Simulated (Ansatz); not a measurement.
GeTe (R3m, No. 160, 2 atoms in the cell), treated with LDA (Ansatz, a program for electronic structure, plane waves, PAW).

From the output:

```
Relaxation: its limit of steps is 80 (relax.max_steps)
Crystal: 2 atoms, lattice volume = 50.085 Å³
Basis set: ecut = 520 eV, 1375 PW (Γ), exchange–correlation on 64×64×64 points (8 copies of the dense FFT grid, shifted against one another)
Bands: 19, of which v1, the nominal top of the filled ones, is band 15 counted from 1 (14 counted from 0)
Symmetry: 6 space group operations
Space group: R3m (ITA 160), of the structure as read, at distance tolerance 3.7e-5 Å
k-points: 116 of 1000 (time reversal used)
Initial density: superposition of atomic densities (chi_scale 0.1, normalization cell, long waves kept (reshape's long-wave potential 0.00 eV rms))
Functional: x = slater, c = lda
SCF iter   1: F=—  HF=-11043.192873 eV  |F-HF|=—  |Δ(HF+E_count)|=         —  Δρ=1.42e-2  dr2=8.90e-2
SCF iter   2: F=—  HF=-11043.175684 eV  |F-HF|=—  |Δ(HF+E_count)|=   1.72e-2  Δρ=6.43e-3  dr2=1.67e-2
  ...
SCF 1 converged in 6 iterations: F = -11043.173833 eV  dr2 = 4.00e-8
Crystal: 2 atoms, lattice volume = 50.085 Å³
Initial density: handed on by an earlier stage of this run
SCF 2 converged in 6 iterations: F = -11043.174412 eV  dr2 = 2.85e-10
Crystal: 2 atoms, lattice volume = 50.085 Å³
SCF 3 converged in 6 iterations: F = -11043.174504 eV  dr2 = 8.44e-11
Crystal: 2 atoms, lattice volume = 50.085 Å³
SCF iter   9: F=-11043.174504 eV  HF=-11043.174504 eV  |F-HF|=3.64e-12  |Δ(HF+E_count)|=    0.00e0  Δρ=1.62e-9  dr2=1.24e-15
SCF iter  10: F=-11043.174504 eV  HF=-11043.174504 eV  |F-HF|=1.82e-12  |Δ(HF+E_count)|=    0.00e0  Δρ=2.56e-10  dr2=3.87e-17
SCF 4 converged in 10 iterations: F = -11043.174504 eV  dr2 = 3.87e-17
SCF converged after 10 iterations
Free energy (F): -11043.174504 eV
Internal energy: -11043.174504 eV  (E = F + TS)
E sigma→0 (E₀):  -11043.174504 eV
Fermi energy:    10.265481 eV
--- Forces (eV/Å), atoms counted from 1 ---
  atom   1  Ge     0.00000000    -0.00000000     0.00174246
  atom   2  Te     0.00000000     0.00000000    -0.00174246
--- Stress (GPa, compression-positive) ---
        1.015368       0.000000       0.000000
        0.000000       1.015368      -0.000000
        0.000000      -0.000000       1.026601
  P = ⅓ Tr σ = 1.0191 GPa (10.191 kbar)
```

Question: Write an input file that could have produced this run (the log leaves some choices open).

Answer: Several could match; the one computed here: 
Ansatz 0.2 input:
```yaml
crystal:
  lattice:
    - [2.0518788122, 1.184652629, 3.4341324101]
    - [-2.0518788122, 1.184652629, 3.4341324101]
    - [0.0, -2.3693057247, 3.4341322491]
  atoms:
    - { symbol: Ge, position: [0.9990278673, 0.9990278673, 0.9990278673] }
    - { symbol: Te, position: [0.5219791327, 0.5219791327, 0.5219791327] }
basis:
  ecutwfc: 520
  ecutrho_ratio: 4
  xc_grid: 2
kpoints:
  mp_grid: { grid: [10, 10, 10] }
hamiltonian:
  xc: lda
  dispersion: none
  pseudopotentials: { azcp: { folder: ./paw }, kind: paw }
scf:
  occupations: { method: fermi_dirac, width: 0.01 }
output:
  forces: true
  stress: true
  eigenvalues: true
relax:
  f_tol: 0.004
  escape_saddle: false
  max_steps: 80
  cell: { stress_tol: 0.02, fix: [volume] }
```

The cell is one volume of an energy–volume scan, off the minimum.

The PAW data were made under PBE.

Note: the relaxation could not lower the start's symmetry, so the cell can be a saddle point above a distorted one.
